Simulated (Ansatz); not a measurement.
# How far is PAW off for HfB2?

```
Hf B
1.0
     3.14000    0.03140    0.03140
    -1.54281    2.70362    0.01149
     0.03480    0.03480    3.48000
Hf B
1 2
Cartesian
  0.0000 0.0000 0.0000
  0.0355 1.8303 1.7581
  1.5965 0.9395 1.7648
```

Atoms are numbered in the order listed.

The cell is COD entry 1510711, as deposited and not checked against the literature; nothing was relaxed. The listed cell was then made from it by scaling, straining or moving an atom.

No spin–orbit coupling, which matters for the heavy atoms here.

All numbers are computed: DFT, PBE, PAW with Ansatz's default frozen-core files, scalar-relativistic (Ansatz 0.2.0); DFT, PBE, all-electron PAW with datasets made for the crystal, scalar-relativistic (Ansatz 0.2.0); DFT, PBE, all-electron LAPW, scalar-relativistic (Ansatz 0.2.0).

For PAW: a Γ-centred 13×13×11 k mesh, Fermi–Dirac smearing of 0.05 eV, cutoff 420 eV, no spin polarisation. The crystal-made all-electron datasets (AE datasets) take a cutoff of 400 eV at this cell. LAPW targets a basis error of 0.5 meV/atom. The Ansatz runs share mesh, smearing and spin set-up. Plane-wave (PAW) pressures include the program's estimate of the Pulay term.

Stress and pressure are positive in compression.

The change that made this cell: equal xy, yz and zx engineering shear strains of +2 %.

Spin–orbit coupling is left out, which moves gradients at and beside heavy atoms by some per cent and at worst by a factor of two.

In a metal, gradients converge slowly with the k mesh: the values move by tens of per cent from one mesh to another, at times in sign, so only the comparison on one mesh counts.

| quantity | PAW | AE datasets | LAPW |
| --- | --- | --- | --- |
| pressure (GPa) | 1.71 | 1.79 | 1.79 |
| stress xx (GPa) | 1.67 | 1.73 | 1.73 |
| stress zz (GPa) | ? | 1.90 | 1.90 |
| stress yz (GPa) | -5.15 | -5.15 | -5.15 |
| stress xz (GPa) | -5.16 | -5.16 | -5.16 |
| stress xy (GPa) | -5.31 | -5.31 | -5.31 |
| force on B2, x (eV/Å) | 0.020 | 0.021 | 0.021 |
| field gradient Vzz at Hf1 (10²¹ V/m²) | ? | ? | – |

**Question.** Give the missing entry: row "field gradient Vzz at Hf1 (10²¹ V/m²)", column "PAW".

**Answer.** 13.37.

**Question.** Fill in "PAW" for the row "stress zz (GPa)".

**Answer.** 1.76.

**Question.** Give the missing entry: row "field gradient Vzz at Hf1 (10²¹ V/m²)", column "AE datasets".

**Answer.** 13.67.
